Zinc-blende HgTe at several fixed volumes, computed with Ansatz 0.2.0 (PBE, PAW, scalar-relativistic, no spin polarization; 420 eV plane-wave cutoff, 12×12×12 k mesh, Gaussian smearing of 0.1 eV). The last column gives the 36 electrons treated per formula unit minus the Löwdin populations of Hg 5s, 5p, 5d and 6s and Te 4d, 5s and 5p.

| volume (Å³/atom) | shortest distance (Å) | electrons outside these shells (e) |
| --- | --- | --- |
| 30.491 | 2.706 | 0.270 |
| 30.819 | 2.715 | 0.270 |
| 31.758 | 2.743 | 0.260 |
| 33.495 | 2.792 | 0.250 |
| 35.096 | 2.835 | 0.240 |
| 37.511 | 2.899 | 0.220 |

As mercury telluride expands, the number of electrons outside these shells falls from 0.27 to 0.22 per formula unit. The shortest distance, between Hg and its four Te neighbours, grows by only about 7 % over the same range. The count sounds like charge that has leaked out of the atoms under compression. It is in fact a measure of how far bonding has changed the electrons from what a fixed list of atomic orbitals can describe, and that change weakens as the atoms move apart.

**What is being counted**

The calculation treats 36 electrons per formula unit. Their wavefunctions are compared with a set of atomic orbitals: 5s, 5p, 5d and 6s on Hg, and 4d, 5s and 5p on Te. Whatever part of the occupied states can be built from these orbitals is assigned to the shells, and the remainder is the number in the table. An electron in the remainder need not be far from an atom; it may sit right beside Hg, in a shape that the set doesn't contain.

For well-separated neutral atoms the remainder should be close to zero, because the listed shells are just the ones that hold those atoms' electrons. Bonding makes it finite. Even in the compressed crystal it is below one per cent of all the electrons treated, but most of its change comes from the outer shells and Hg 5d. Between the second and fifth rows, the deeper Hg 5p and Te 4d shells keep their populations to within about 0.001 e. Hg 5s gains about 0.004 e, roughly a tenth of the fall in the remainder, so a poorer description of the deep shells is at most a small part of the trend.

**Why short bonds enlarge the remainder**

Each Hg atom has four Te neighbours at the corners of a tetrahedron. Take one Te orbital pointing at Hg from each corner. These four orbitals can be combined in four independent ways, and only the combination with equal signs matches the spherical Hg 6s orbital. The other three have the symmetry of p orbitals on Hg. Three of the Hg 5d orbitals match them as well, but those are nearly full and already in the set. The natural empty partner is the Hg 6p shell.

That shell isn't in the set. When the occupied, mostly Te 5p-like states take in some Hg 6p character, the part that the listed orbitals can't imitate goes into the remainder. A second contribution comes from the shape of the orbitals: those in the set are fixed, whereas the electrons of a compressed crystal adjust to their neighbours. Both contributions should grow as the bonds shorten. Symmetry and the energy order of the shells argue for the part played by Hg 6p, but its share of the remainder hasn't been separated from that of the changed shapes.

The dependence on distance can be estimated from the mixing of two levels. Let $t$ be the coupling between an occupied state and an outside orbital, and $\Delta$ their separation in energy. If the coupling is weak, the outside orbital enters with amplitude $t/\Delta$, and the number of electrons in it goes as the square:

$$
R \propto \left(\frac{t}{\Delta}\right)^2 .
$$

Here $R$ is the count of electrons outside these shells. For s and p orbitals near normal bond lengths, the coupling falls roughly as the inverse square of the distance $d$. With a fixed separation $\Delta$, this gives $R \propto d^{-4}$, so a small relative change in bond length produces a relative change about four times as large in the remainder.

**One estimate in full**

The second row has $d=2.715$ Å, and its shell populations give the unrounded count 0.2706 e. This row fixes the prefactor. At the largest volume, where $d=2.899$ Å, the law then predicts

$$
R \approx 0.2706\left(\frac{2.715}{2.899}\right)^4 \approx 0.21\ \text{e}.
$$

The calculation gives 0.22 e in that row, which played no part in setting the prefactor. The simple picture thus gets the direction and the approximate size of the fall, but makes the fall too steep. Between the second and fifth rows, where unrounded populations can be compared, it overestimates the decrease by about a fifth of the computed decrease. Those two rows correspond to an effective power of about 3.2 instead of 4.

Two effects could soften the dependence. As the coupling grows, the mixed levels repel each other, and the mixing then rises more slowly than the square of the coupling. In addition, Te orbitals reach further into the region of Hg 6p when the atoms are close, so the set can imitate more of the 6p character. Both follow from standard bonding theory, but their sizes here are untested.

For practical interpolation, an inverse cube serves better. Anchored at the same second row, it agrees with all six table entries to the accuracy with which they are printed. In this cubic crystal it means that the count is inversely proportional to volume. The range of distances is too short to make this a law of bonding, and it shouldn't be carried far beyond these volumes.

**The tie and the uneven steps**

The first two rows both read 0.27 e, which might suggest that the remainder has reached a ceiling under compression. Their bond lengths differ by only 0.009 Å, however. The inverse cube turns that into a change of about 0.003 e, well below the last printed digit. The tie is therefore no evidence of saturation.

The larger drop at the end has an equally plain origin. The last two rows are separated by the widest volume step in the series, and rounding turns a smooth decline into steps of one or two hundredths. No electronic transition is needed to account for it. The crystal keeps the same structure, and its occupied and empty bands touch in every row of this calculation, which leaves out spin–orbit coupling.

**What the shells do meanwhile**

The electrons that leave the remainder on expansion don't simply drop into one shell. Between the second and fifth rows, Hg 6s gains 0.046 e, Te 5s gains 0.023 e and Hg 5d gains 0.013 e, while Te 5p loses 0.050 e. The fall of the remainder is mostly the net result of these opposing changes, two of which are larger than the fall itself.

The changes nevertheless have a common direction. Neutral Hg has a full 5d shell and two 6s electrons; neutral Te has two 5s and four 5p electrons. On expansion each of these four populations moves towards its value in the neutral atom. Stretching the crystal partly undoes the bonding, and the shrinking remainder belongs to the same process.

The rise of Hg 6s also fits a well-known feature of zinc-blende crystals: on expansion, s-like states near the band edge move down relative to the p-like ones. As they do, the occupied states near the band edge can take up more s character. This is an argument from general band theory, since the populations alone don't reveal the energy shift behind them.

**How to read it as charge**

The remainder belongs to no particular atom, which matters as soon as the populations are turned into charges. In the second row, Hg has a charge of about +1.0 if the remainder is left unassigned, but about +0.75 if all of it is given to Hg. That choice shifts the charge far more than the expansion to the fifth row does, which changes it by at most about 0.06 e. A statement that Hg becomes more or less ionic by a few hundredths of an electron therefore needs the same orbital set and the same assignment throughout.

The pressures in the calculation set a limit on the use of the compressed rows. The first row lies at about 10 GPa. PBE tends to make such crystals too large, so the true pressure at that volume is probably lower, but real HgTe gives up the zinc-blende structure well before it is squeezed that far. The most compressed rows therefore show what shorter bonds do while the tetrahedral arrangement is held in place. They don't describe the electron count of the material actually present at such pressures.

A direct test of the explanation would be to add Hg 6p to the set and repeat the count for the same wavefunctions. The remainder must then shrink or stay the same, because a larger set can describe at least as much. If most of the dependence on volume disappeared with it, that would favour the absent p shell as the main cause, although Hg 6p functions can also imitate part of the changed shapes. If most survived, the changed shapes or other absent shells would matter more.
